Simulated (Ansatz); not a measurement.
# Chromium, beta-Sn type under RPBE: from relaxation to bulk modulus

The plan for chromium in the beta-Sn type structure: relax it, solve it on a dense k-mesh, then scale the cell to 7 volumes from 88 to 112 % of the relaxed one and try a fit of the equation of state. The start is antiferromagnetic (alternate layers). The k-meshes are 14×14×10 for the relaxation; 24×24×13 for the dense run; 17×17×9 for the volumes.

Method: DFT RPBE, plane waves (420 eV) with PAW, scalar-relativistic; PBE-made PAW files, in Ansatz 0.2.0.

## Step 1: The structure to begin with

Symmetry: I4_1/amd, No. 141, tetragonal system. The conventional cell has a = 4.518 Å, b = 4.518 Å, c = 2.467 Å, α = 90.00°, β = 90.00°, γ = 90.00°. Cr (site symmetry -4m2) is surrounded by 6 Cr at 2.34 to 2.47 Å.

Coordinates:

```
CELL_PARAMETERS angstrom
-2.25922 2.25922 1.23354
2.25922 -2.25922 1.23354
2.25922 2.25922 -1.23354
ATOMIC_POSITIONS crystal
Cr 0.00000 0.00000 0.00000
Cr 0.75000 0.25000 0.50000
```

The atoms start with moments of +1.5, -1.5 μB.

## Step 2: Relaxation of the cell

input.yaml

```yaml
crystal:
  lattice:
    - [-2.2592229202, 2.2592229202, 1.2335357144]
    - [2.2592229202, -2.2592229202, 1.2335357144]
    - [2.2592229202, 2.2592229202, -1.2335357144]
  atoms:
    - { symbol: Cr, position: [0.0, 0.0, 0.0], spin: 1.5 }
    - { symbol: Cr, position: [0.75, 0.25, 0.5], spin: -1.5 }
hamiltonian:
  xc: rpbe
  pseudopotentials:
    kind: paw
    azcp:
      Cr: "pseudopotentials/Cr.paw.azcp"
basis:
  ecutwfc: 420
  fft_grid_basis: typed
kpoints:
  mp_grid: { grid: [14, 14, 10], shift: [0, 0, 0] }
magnetization:
  spin_polarized: true
scf:
  occupations: { method: fermi_dirac, width: 0.05 }
relax:
  max_steps: 60
  f_tol: 0.01
  cell: {}
output:
  write_density: true
  write_potential: true
  elf: true
  volumetric_format: npy
```

The run is started by

```console
$ ansatz run input.yaml --threads 2 --pin off --max-ram 5120MiB --backend cpu --events-out ev --progress --plain --runs-dir out
```

The log of the run:

```text
Warning: crystal.symmetry: narrowed to the stabiliser of the k-point mesh — unitary ops 8 → 2; excluded 6 operations that carry a point of the 14×14×10 mesh (shift [0, 0, 0]) off the mesh (the run samples exactly the mesh kpoints.mp_grid names, as under crystal.symmetry.detect: false, and its converged state has the mesh's symmetry, not the crystal's; ε∞, the Born charges and the force constants of a linear response (`dielectric:` by the response, `phonons.method: dfpt`) are averaged over those of the crystal's operations that the state keeps within a tolerance, where `mesh_tensors`, `unaveraged_element` or `gamma_mean_max_change_ev_ang2` stands beside them; a row that `dielectric.field_direction` solves alone is averaged likewise, with nothing beside; a Γ-centred mesh of equal divisions is mapped onto itself by every operation and keeps the whole group, as does a half-shifted one under kpoints.further_shifts: images)
Warning: RAYON_NUM_THREADS=2 ignored (pool sized by the plan → 2); use --threads N
Engine: ansatz 0.2.0, aarch64-unknown-linux-gnu
Pseudopotentials: kind: paw
Pseudopotential: Cr, paw, valence charge 14, recommended cutoff 420 eV (normal), <dir>
Functional definition: RPBE
  parameter kappa = 0.804
  parameter beta = 0.06672455060314922
  exchange = rpbe_x(kappa = kappa, mu = beta*pi^2/3)
  correlation = pbe_c(beta = beta)
Crystal: 2 atoms, lattice volume = 25.184 Å³
Basis set: ecut = 420 eV, 501 PW (Γ), exchange–correlation on 48×48×48 points (8 copies of the dense FFT grid, shifted against one another)
Bands: 20, of which v1, the nominal top of the filled ones, is band 14 counted from 1 (13 counted from 0)
Symmetry: 2 space group operations
k-points: 534 of 1960 (time reversal used)
Non-local potential: Cr, projectors of the file, l = 0: 3, l = 1: 2, l = 2: 3, l = 3: 1
PAW form: soft (Blöchl's): semilocal exchange-correlation on the pseudo side does not see the compensation charge
PAW frozen core: Cr, regenerated for the run's functional, and the local potential with it (the file was generated under x = pbe(κ = 0.804, μ = 0.2195149727645171), c = pbe(β = 0.06672455060314922))
PAW one-centre angular grid: Cr, 590 points (default); XC on 64 Gauss nodes
Initial density: superposition of atomic densities (chi_scale 0.1, normalization cell)
Starting moments: Σ|m| = 3 μB on 2 of 2 sites
Initial wavefunctions: pseudopotential atomic-orbital guess
Functional: x = rpbe, c = pbe(β = 0.06672455060314922)
SCF iter   1: F=—  HF=-6766.256745 eV  |F-HF|=—  |Δ(HF+E_count)|=         —  Δρ=9.53e-2 (↑9.53e-2 ↓9.53e-2)  dr2=7.28e0  dr2_m=1.01e-1  M=0.000 μB ∫|m|=2.175 μB  β_m=0.30  ethr=3.10e-3  ⟨swp⟩=3.8  Hψ=75766  notcnv=0
Mixer restart at iter 1: flushing history
preconditioner: auto → none  [metal: Δε(μ)=0.003 eV  Ē_g=5.379 eV  σ=0.050 eV  W_gap=0.01  n_scr=4 (ndim 8)  ℏωp=25.6 eV  f_vac=0.000  D(μ)=2.47/eV (n_scr^D=36)  sad-step TF]
SCF iter   2: F=—  HF=-6763.779784 eV  |F-HF|=—  |Δ(HF+E_count)|=    2.48e0  Δρ=5.15e-2 (↑5.15e-2 ↓5.15e-2)  dr2=2.27e0  dr2_m=2.23e-2  M=0.000 μB ∫|m|=2.231 μB  β_m=0.45  ethr=3.10e-3  ⟨swp⟩=2.3  Hψ=47328  notcnv=0  defer=408
SCF iter   3: F=—  HF=-6762.914556 eV  |F-HF|=—  |Δ(HF+E_count)|=   8.65e-1  Δρ=1.19e-2 (↑1.19e-2 ↓1.19e-2)  dr2=4.58e-2  dr2_m=9.61e-4  M=-0.000 μB ∫|m|=2.241 μB  β_m=0.65  ethr=3.10e-3  ⟨swp⟩=2.3  Hψ=39324  notcnv=0  defer=404
SCF iter   4: F=—  HF=-6763.006594 eV  |F-HF|=—  |Δ(HF+E_count)|=         —  Δρ=2.79e-2 (↑2.79e-2 ↓2.79e-2)  dr2=2.63e-3  dr2_m=1.78e-1  M=-0.000 μB ∫|m|=1.622 μB  β_m=0.65  ethr=1.64e-4  ⟨swp⟩=2.3  Hψ=49326  notcnv=0  defer=218
Mixer restart at iter 4: flushing history
SCF iter   5: F=—  HF=-6763.000941 eV  |F-HF|=—  |Δ(HF+E_count)|=   5.65e-3  Δρ=1.95e-2 (↑1.95e-2 ↓1.95e-2)  dr2=2.46e-3  dr2_m=8.68e-2  M=0.000 μB ∫|m|=1.408 μB  β_m=0.61  ethr=9.38e-6  ⟨swp⟩=2.0  Hψ=42523  notcnv=0  defer=218
SCF iter   6: F=—  HF=-6763.030977 eV  |F-HF|=—  |Δ(HF+E_count)|=   3.00e-2  Δρ=1.86e-2 (↑1.86e-2 ↓1.85e-2)  dr2=5.46e-2  dr2_m=6.22e-2  M=-0.000 μB ∫|m|=0.873 μB  β_m=0.58  ethr=8.80e-6  ⟨swp⟩=3.0  Hψ=47121  notcnv=0  defer=218
SCF iter   7: F=—  HF=-6763.006953 eV  |F-HF|=—  |Δ(HF+E_count)|=   2.40e-2  Δρ=5.34e-3 (↑5.31e-3 ↓5.34e-3)  dr2=6.16e-4  dr2_m=6.20e-3  M=0.000 μB ∫|m|=0.491 μB  β_m=0.79  ethr=8.80e-6  ⟨swp⟩=2.5  Hψ=49890  notcnv=0  defer=172
SCF iter   8: F=—  HF=-6763.010054 eV  |F-HF|=—  |Δ(HF+E_count)|=   3.10e-3  Δρ=2.11e-3 (↑2.11e-3 ↓1.93e-3)  dr2=6.14e-4  dr2_m=7.17e-4  M=-0.000 μB ∫|m|=0.148 μB  β_m=0.89  ethr=2.20e-6  ⟨swp⟩=2.8  Hψ=49207  notcnv=0  defer=154
SCF iter   9: F=—  HF=-6763.010543 eV  |F-HF|=—  |Δ(HF+E_count)|=   4.89e-4  Δρ=9.04e-4 (↑9.04e-4 ↓6.09e-4)  dr2=6.68e-4  dr2_m=5.70e-6  M=-0.000 μB ∫|m|=0.021 μB  β_m=0.58  ethr=2.19e-6  ⟨swp⟩=2.6  Hψ=40858  notcnv=0  defer=152
SCF iter  10: F=—  HF=-6763.010505 eV  |F-HF|=—  |Δ(HF+E_count)|=   3.83e-5  Δρ=1.65e-4 (↑9.86e-5 ↓1.65e-4)  dr2=3.08e-6  dr2_m=3.01e-6  M=-0.000 μB ∫|m|=0.022 μB  β_m=0.68  ethr=2.19e-6  ⟨swp⟩=2.1  Hψ=25790  notcnv=0  defer=152
SCF iter  11: F=—  HF=-6763.010512 eV  |F-HF|=—  |Δ(HF+E_count)|=   7.92e-6  Δρ=1.19e-4 (↑1.19e-4 ↓1.15e-4)  dr2=1.79e-7  dr2_m=3.05e-6  M=-0.000 μB ∫|m|=0.012 μB  β_m=0.84  ethr=1.10e-8  ⟨swp⟩=2.5  Hψ=34052  notcnv=0  defer=152
SCF iter  12: F=—  HF=-6763.010514 eV  |F-HF|=—  |Δ(HF+E_count)|=   1.94e-6  Δρ=2.60e-5 (↑2.60e-5 ↓2.21e-5)  dr2=6.35e-8  dr2_m=1.13e-7  M=-0.000 μB ∫|m|=0.002 μB  β_m=0.92  ethr=6.40e-10  ⟨swp⟩=3.0  Hψ=43292  notcnv=0  defer=152
SCF iter  13: F=—  HF=-6763.010515 eV  |F-HF|=—  |Δ(HF+E_count)|=   9.38e-8  Δρ=1.49e-5 (↑1.22e-5 ↓1.49e-5)  dr2=2.50e-8  dr2_m=3.90e-8  M=-0.000 μB ∫|m|=0.001 μB  β_m=0.87  ethr=2.27e-10  ⟨swp⟩=2.0  Hψ=36100  notcnv=0  defer=152
SCF iter  14: F=—  HF=-6763.010515 eV  |F-HF|=—  |Δ(HF+E_count)|=   3.71e-9  Δρ=4.08e-6 (↑3.37e-6 ↓4.08e-6)  dr2=1.06e-8  dr2_m=1.27e-9  M=-0.000 μB ∫|m|=0.000 μB  β_m=0.70  ethr=8.93e-11  ⟨swp⟩=2.1  Hψ=34698  notcnv=0  defer=152
SCF iter  15: F=—  HF=-6763.010515 eV  |F-HF|=—  |Δ(HF+E_count)|=   2.41e-9  Δρ=1.40e-6 (↑1.40e-6 ↓1.35e-6)  dr2=1.16e-9  dr2_m=5.37e-11  M=-0.000 μB ∫|m|=0.000 μB  β_m=0.77  ethr=3.77e-11  ⟨swp⟩=2.0  Hψ=27855  notcnv=0  defer=152
SCF iter  16: F=-6763.010515 eV  HF=-6763.010515 eV  |F-HF|=2.81e-10  |Δ(HF+E_count)|=  6.91e-11  Δρ=5.96e-7 (↑4.66e-7 ↓5.96e-7)  dr2=2.97e-10  dr2_m=2.62e-12  M=-0.000 μB ∫|m|=0.000 μB  ethr=4.13e-12  ⟨swp⟩=3.5  Hψ=89573  notcnv=0
WARN: the starting moments were not kept: the SCF closed with an absolute magnetisation of 2.7e-5 μB, where they sum to 3 μB in size (2 sites). That is at most 0.1 of that sum. Measured as dr2_m measures the in/out step, that magnetisation stands 3.6e-10 eV from none, at or under the dr2_threshold of 1.0e-7 eV: it is no larger than a step whose dr2_m would equal this threshold. The system may hold no moment; this SCF shows only that its start led to no more than that. To try another start: raise the starting moments (crystal.atoms[].spin, magnetization.per_species, magnetization.initial_magnetization, or on a non-collinear deck that types none of these the spinor_matrix: blocks that start its atoms; where the total moment is fixed, keep their sum and leave initial_magnetization as it is; typed ones take the place of any that the run laid by itself, positive ones on a crystal's lanthanoids without a Hubbard term where scf.initial_density.shell_occupations: [] is typed) or, if the notice of its spin-set hold's release reads "site moments contracting" or "site moments show no strong build", lengthen the hold (scf.mixing.spin_hold: { on: { confirm: 4 } }; for m-r²SCAN on two components see the key's manual first). Each may lead to a state that holds a moment. A second SCF, from the converged charge density, with the starting moments and any scf.initial_density.shell_occupations laid on it anew, would have followed, and was not run: the deck does not ask for one (magnetization.retry_lost_moments is false, the default). To let it run, set magnetization.retry_lost_moments: true and run the deck again, where that key's refused combinations let it; where memory then withholds it, that run's warning says so.
SCF 1 converged in 16 iterations: F = -6763.010515 eV  dr2 = 2.97e-10
relax step   1: F+E_penalty+E_count = -6763.01051451 eV  Δ(F+E_penalty+E_count) = +0.000e0 eV  max|allowed force component| = 4.965e-4 eV/Å  Δτ_max = 0.0000 Å  P = +0.637 GPa  Ω = 25.184 Å³  (16 SCF iters, dr2 threshold 1.00e-7 eV, accepted)
[... from here on, the SCF cycles and remarks between the steps are left out ...]
relax step   2: F+E_penalty+E_count = -6763.01067430 eV  Δ(F+E_penalty+E_count) = -1.598e-4 eV  max|allowed force component| = 9.222e-5 eV/Å  Δτ_max = 0.0001 Å  P = +0.186 GPa  Ω = 25.242 Å³  energy of the carried Pulay correction = -3.579e-5 eV  (11 SCF iters, dr2 threshold 2.00e-7 eV, accepted)
relax step   3: F+E_penalty+E_count = -6763.01073866 eV  Δ(F+E_penalty+E_count) = -6.436e-5 eV  max|allowed force component| = 7.487e-4 eV/Å  Δτ_max = 0.0002 Å  P = -0.069 GPa  Ω = 25.275 Å³  energy of the carried Pulay correction = -5.603e-5 eV  (8 SCF iters, dr2 threshold 2.00e-7 eV, accepted)
relax step   4: F+E_penalty+E_count = -6763.01129504 eV  Δ(F+E_penalty+E_count) = -5.564e-4 eV  max|allowed force component| = 2.731e-3 eV/Å  Δτ_max = 0.0006 Å  P = -0.643 GPa  Ω = 25.349 Å³  energy of the carried Pulay correction = -1.020e-4 eV  (10 SCF iters, dr2 threshold 1.08e-7 eV, accepted)
relax step   5: F+E_penalty+E_count = -6763.05101866 eV  Δ(F+E_penalty+E_count) = -3.972e-2 eV  max|allowed force component| = 2.019e-2 eV/Å  Δτ_max = 0.0030 Å  P = -4.478 GPa  Ω = 25.821 Å³  energy of the carried Pulay correction = -3.938e-4 eV  (12 SCF iters, dr2 threshold 2.00e-7 eV, accepted)
relax step   6: F+E_penalty+E_count = -6763.22312797 eV  Δ(F+E_penalty+E_count) = -1.721e-1 eV  max|allowed force component| = 2.003e-2 eV/Å  Δτ_max = 0.0028 Å  P = -5.967 GPa  Ω = 25.778 Å³  energy of the carried Pulay correction = -3.736e-4 eV  (11 SCF iters, dr2 threshold 2.00e-7 eV, accepted)
relax step   7: F+E_penalty+E_count = -6763.52651769 eV  Δ(F+E_penalty+E_count) = -3.034e-1 eV  max|allowed force component| = 1.269e-2 eV/Å  Δτ_max = 0.0022 Å  P = -6.461 GPa  Ω = 25.340 Å³  energy of the carried Pulay correction = -1.129e-4 eV  (12 SCF iters, dr2 threshold 2.00e-7 eV, accepted)
relax step   8: F+E_penalty+E_count = -6763.78702223 eV  Δ(F+E_penalty+E_count) = -2.605e-1 eV  max|allowed force component| = 8.528e-3 eV/Å  Δτ_max = 0.0001 Å  P = -2.771 GPa  Ω = 24.482 Å³  energy of the carried Pulay correction = +4.203e-4 eV  (12 SCF iters, dr2 threshold 2.00e-7 eV, accepted)
relax step   9: F+E_penalty+E_count = -6763.95193654 eV  Δ(F+E_penalty+E_count) = -1.649e-1 eV  max|allowed force component| = 1.128e-2 eV/Å  Δτ_max = 0.0022 Å  P = +1.677 GPa  Ω = 23.678 Å³  energy of the carried Pulay correction = +9.366e-4 eV  (10 SCF iters, dr2 threshold 2.00e-7 eV, accepted)
relax step  10: F+E_penalty+E_count = -6763.94935481 eV  Δ(F+E_penalty+E_count) = +2.582e-3 eV  max|allowed force component| = 1.710e-1 eV/Å  Δτ_max = 0.0278 Å  P = -4.556 GPa  Ω = 23.937 Å³  energy of the carried Pulay correction = +7.642e-4 eV  (11 SCF iters, dr2 threshold 2.00e-7 eV, rejected (line search))
relax step  11: F+E_penalty+E_count = -6763.96986760 eV  Δ(F+E_penalty+E_count) = -1.793e-2 eV  max|allowed force component| = 7.574e-2 eV/Å  Δτ_max = 0.0062 Å  P = +3.436 GPa  Ω = 23.401 Å³  energy of the carried Pulay correction = +1.121e-3 eV  (14 SCF iters, accepted)
relax step  12: F+E_penalty+E_count = -6763.97637152 eV  Δ(F+E_penalty+E_count) = -6.504e-3 eV  max|allowed force component| = 3.497e-3 eV/Å  Δτ_max = 0.0121 Å  P = +0.017 GPa  Ω = 23.668 Å³  energy of the carried Pulay correction = +9.432e-4 eV  (9 SCF iters, dr2 threshold 2.00e-7 eV, accepted)
relax step  13: F+E_penalty+E_count = -6763.97641777 eV  Δ(F+E_penalty+E_count) = -4.625e-5 eV  max|allowed force component| = 1.793e-3 eV/Å  Δτ_max = 0.0014 Å  P = +0.022 GPa  Ω = 23.661 Å³  energy of the carried Pulay correction = +9.474e-4 eV  (7 SCF iters, dr2 threshold 2.00e-7 eV, accepted)
relax step  14: F+E_penalty+E_count = -6763.97641892 eV  Δ(F+E_penalty+E_count) = -1.149e-6 eV  max|allowed force component| = 6.696e-5 eV/Å  Δτ_max = 0.0005 Å  P = -0.000 GPa  Ω = 23.664 Å³  energy of the carried Pulay correction = +9.456e-4 eV  (6 SCF iters, dr2 threshold 1.16e-8 eV, accepted)
relax step  15: F+E_penalty+E_count = -6764.05267271 eV  Δ(F+E_penalty+E_count) = -7.625e-2 eV  max|allowed force component| = 2.686e-4 eV/Å  Δτ_max = 0.0000 Å  P = +4.267 GPa  Ω = 23.664 Å³  stress off target by 1.17e1 GPa  SCF on the basis re-selected at this cell (its energy is not comparable with the rows above)  (11 SCF iters)
relax step  16: F+E_penalty+E_count = -6764.07656638 eV  Δ(F+E_penalty+E_count) = -2.389e-2 eV  max|allowed force component| = 5.337e-4 eV/Å  Δτ_max = 0.0001 Å  P = +1.389 GPa  Ω = 23.909 Å³  energy of the carried Pulay correction = -1.665e-4 eV  (10 SCF iters, dr2 threshold 2.00e-7 eV, accepted)
relax step  17: F+E_penalty+E_count = -6764.08034402 eV  Δ(F+E_penalty+E_count) = -3.778e-3 eV  max|allowed force component| = 1.268e-4 eV/Å  Δτ_max = 0.0003 Å  P = -0.122 GPa  Ω = 24.049 Å³  energy of the carried Pulay correction = -2.597e-4 eV  (10 SCF iters, dr2 threshold 2.00e-7 eV, accepted)
relax step  18: F+E_penalty+E_count = -6764.08037102 eV  Δ(F+E_penalty+E_count) = -2.700e-5 eV  max|allowed force component| = 2.927e-4 eV/Å  Δτ_max = 0.0002 Å  P = +0.036 GPa  Ω = 24.032 Å³  energy of the carried Pulay correction = -2.464e-4 eV  (7 SCF iters, dr2 threshold 1.69e-7 eV, accepted)
relax step  19: F+E_penalty+E_count = -6764.08036922 eV  Δ(F+E_penalty+E_count) = +1.795e-6 eV  max|allowed force component| = 2.935e-5 eV/Å  Δτ_max = 0.0001 Å  P = -0.000 GPa  Ω = 24.035 Å³  energy of the carried Pulay correction = -2.493e-4 eV  (7 SCF iters, accepted)
relax step  20: F+E_penalty+E_count = -6764.08072858 eV  Δ(F+E_penalty+E_count) = -3.594e-4 eV  max|allowed force component| = 2.643e-5 eV/Å  Δτ_max = 0.0000 Å  P = +0.017 GPa  Ω = 24.035 Å³  stress off target by 6.45e-2 GPa  SCF on the basis re-selected at this cell (its energy is not comparable with the rows above)  (6 SCF iters)
relax step  21: F+E_penalty+E_count = -6764.08072886 eV  Δ(F+E_penalty+E_count) = -2.727e-7 eV  max|allowed force component| = 6.502e-6 eV/Å  Δτ_max = 0.0000 Å  P = +0.001 GPa  Ω = 24.037 Å³  energy of the carried Pulay correction = -8.726e-7 eV  (6 SCF iters, dr2 threshold 1.04e-8 eV, accepted)
relax step  22: F+E_penalty+E_count = -6764.08072968 eV  Δ(F+E_penalty+E_count) = -8.222e-7 eV  max|allowed force component| = 3.776e-6 eV/Å  Δτ_max = 0.0000 Å  P = +0.000 GPa  Ω = 24.037 Å³  stress off target by 1.17e-3 GPa  SCF on the basis re-selected at this cell (its energy is not comparable with the rows above)  (5 SCF iters)
basis re-selected at this cell: Δ(F+E_penalty+E_count) = -8.222e-7 eV, ΔP = -0.000 GPa vs the last step (what re-selecting the basis moved, of the pressure what is left beyond the Pulay correction that the steps carried, after the strain that the cell walked since its last selection, with what the two solves' SCF thresholds leave and, on support functions, any second-order correction that the steps lacked; it is no measure of the basis error at this ecutwfc). This SCF's stress stands 1.17e-3 GPa from its target on what of the cell is left free (relax.cell.stress_tol is 5.00e-2 GPa) and its largest allowed force component is 3.78e-6 eV/Å (relax.f_tol is 1.00e-2 eV/Å): within both
SCF converged after 5 iterations
Magnetization: 0.0000 μB (14.0000 up, 14.0000 down)
Absolute magnetization: 0.0000 μB (∫|ρ↑−ρ↓|, with the PAW one-centre terms)
Spin contamination: 0.0000 ħ² per cell (⟨S²⟩ above its minimum at these occupations)
Per-site moments (μB) at R_I (Å): [(-2.2035535163629374e-7, 0.9931621300834236), (2.204247529310492e-7, 0.9931621300834236)]
Free energy (F): -6764.080730 eV
Harris-Foulkes:  -6764.080730 eV  (|F-HF|=1.00e-11)
Internal energy: -6764.067821 eV  (E = F + TS)
E sigma→0 (E₀):  -6764.074275 eV
Entropy (-TS):   -0.012909 eV (-6.455 meV/atom)
Fermi energy:    18.515868 eV
--- Per-component energies (eV) ---
  E_band       = -309.580383
  E_kinetic    = 685.763708
  E_local      = -2434.548585  (includes V_loc(G=0)·N_el)
  E_nonlocal   = 155.263825
  E_hartree    = 1059.284560
  E_xc         = -280.107152
  E_vxc        = -356.825121  (∫ρ·V_xc dr)
  E_paw        = -2398.646732  (= ΣΔE_a)
  E_vpaw       = -477.804208  (= ΣTr[D̂ρ^β])
  E_aug_tail   = 0.000817  (compensation charges beyond the density's cutoff)
  E_ewald      = -3550.976710
  E_core_change = -0.101553  (= ΣΔE_core)
  E_smearing   = -0.012909  (= −TS)
  E_closure    = 0.000000  (closes the sum)
  Σ components = -6764.080730   (vs F -6764.080730, Δ=0.00e0)
--- Forces (eV/Å), atoms counted from 1 ---
  atom   1  Cr     0.00000378    -0.00000378     0.00000000
  atom   2  Cr    -0.00000378     0.00000378    -0.00000000
  max |Σ_I F_I| component: 1.34e-9 eV/Å
--- Stress (GPa, compression-positive) ---
        0.000530       0.000634      -0.000051
        0.000634       0.000530      -0.000051
       -0.000051      -0.000051       0.000271
  P = ⅓ Tr σ = 0.0004 GPa (0.004 kbar)
--- Band table (eV; the first three rows and the last of 1068) ---
  k-point 0 ↑: bands = ["-53.3003", "-53.0912", "-24.9080", "-24.3793", "-24.1365", "-24.0458", "-24.0412", "-23.9649", "10.9363", "14.5260", "16.8648", "17.0586", "17.8058", "18.9713", "19.2614", "19.2673", "19.8454", "20.0386", "20.0751", "21.1061"]
  k-point 1 ↑: bands = ["-53.2952", "-53.0964", "-24.8857", "-24.3746", "-24.1466", "-24.0416", "-24.0401", "-23.9888", "11.0446", "14.5195", "16.8649", "17.0410", "17.8493", "18.8541", "19.2721", "19.3279", "19.5558", "19.9784", "20.1050", "21.0730"]
  k-point 2 ↑: bands = ["-53.2806", "-53.1114", "-24.8208", "-24.3609", "-24.1717", "-24.0580", "-24.0370", "-24.0335", "11.3623", "14.4684", "16.8788", "16.9990", "17.9787", "18.5887", "18.7967", "19.3869", "19.4278", "19.7993", "20.1895", "20.9885"]
  k-point 533 ↓: bands = ["-53.1456", "-53.1456", "-24.8630", "-24.8630", "-24.1485", "-24.1485", "-24.0949", "-24.0949", "14.4713", "14.4713", "16.1735", "16.1735", "19.1043", "19.1043", "19.8371", "19.8371", "20.6831", "20.6831", "20.9993", "20.9993"]
--- Relaxed structure (19 steps of the walk, 18 accepted, 3 SCFs on fresh bases) ---
  F+E_penalty+E_count = -6764.08072968 eV   max|allowed force component| = 3.776e-6 eV/Å   (the final SCF, on the basis selected at the relaxed cell)
  cell:  # Å, volume = 24.0370 Å³
    - [-1.7436364768339587, 1.7435687990185558, 1.203832883998416]
    - [1.7435687990185558, -1.7436364768339587, 1.203832883998416]
    - [2.8629374515054917, 2.8629374515054917, -1.2039568360412818]
  atoms:
    - { symbol: Cr, position: [-2.156366442253494e-5, 2.156366442253494e-5, 0.0] }
    - { symbol: Cr, position: [0.7500215636644224, 0.24997843633557743, 0.4999999999999999] }
```

Run time: 12 min. Hardware: 2 threads of Arm Neoverse V2, shared host; peak memory 0.83 GiB.

The walk, from the log:

| step | energy change (meV/atom) | largest force (eV/Å) | pressure (GPa) | volume (Å³/atom) | accepted |
| --- | --- | --- | --- | --- | --- |
| 1 | 0.00 | 0.0005 | 0.64 | 12.592 | yes |
| 2 | -0.08 | 0.0001 | 0.19 | 12.621 | yes |
| 3 | -0.11 | 0.0007 | -0.07 | 12.637 | yes |
| 4 | -0.39 | 0.0027 | -0.64 | 12.674 | yes |
| 5 | -20.25 | 0.0202 | -4.48 | 12.910 | yes |
| 6 | -106.31 | 0.0200 | -5.97 | 12.889 | yes |
| 7 | -258.00 | 0.0127 | -6.46 | 12.670 | yes |
| 8 | -388.25 | 0.0085 | -2.77 | 12.241 | yes |
| 9 | -470.71 | 0.0113 | 1.68 | 11.839 | yes |
| 10 | -469.42 | 0.1710 | -4.56 | 11.969 | no |
| 11 | -479.68 | 0.0757 | 3.44 | 11.700 | yes |
| 12 | -482.93 | 0.0035 | 0.02 | 11.834 | yes |
| 13 | -482.95 | 0.0018 | 0.02 | 11.831 | yes |
| 14 | -482.95 | 0.0001 | 0.00 | 11.832 | yes |
| 15 | -521.08 | 0.0003 | 4.27 | 11.832 | yes |
| 16 | -533.03 | 0.0005 | 1.39 | 11.955 | yes |
| 17 | -534.91 | 0.0001 | -0.12 | 12.024 | yes |
| 18 | -534.93 | 0.0003 | 0.04 | 12.016 | yes |
| 19 | -534.93 | 0.0000 | 0.00 | 12.018 | yes |
| 20 | -535.11 | 0.0000 | 0.02 | 12.018 | yes |
| 21 | -535.11 | 0.0000 | 0.00 | 12.019 | yes |
| 22 | -535.11 | 0.0000 | 0.00 | 12.019 | yes |

Steps that repeat a cell are solved on a basis chosen anew, so their changes of energy are no gain of the relaxation.

Changes in the cell that was computed:

|  | before | after | change |
| --- | --- | --- | --- |
| a (Å) | 3.425 | 2.744 | -19.9 % |
| b (Å) | 3.425 | 2.744 | -19.9 % |
| c (Å) | 3.425 | 4.224 | +23.3 % |
| α (°) | 97.45 | 97.18 | -0.3 % |
| β (°) | 97.45 | 97.18 | -0.3 % |
| γ (°) | 137.78 | 127.96 | -7.1 % |
| volume (Å³/atom) | 12.592 | 12.019 | -4.6 % |
| shortest distance (Å) | 2.342 | 2.408 | +2.8 % |
| space group (spins left aside) | I4_1/amd | Fddd | changed |

(Part 1 of 2 ends here.)
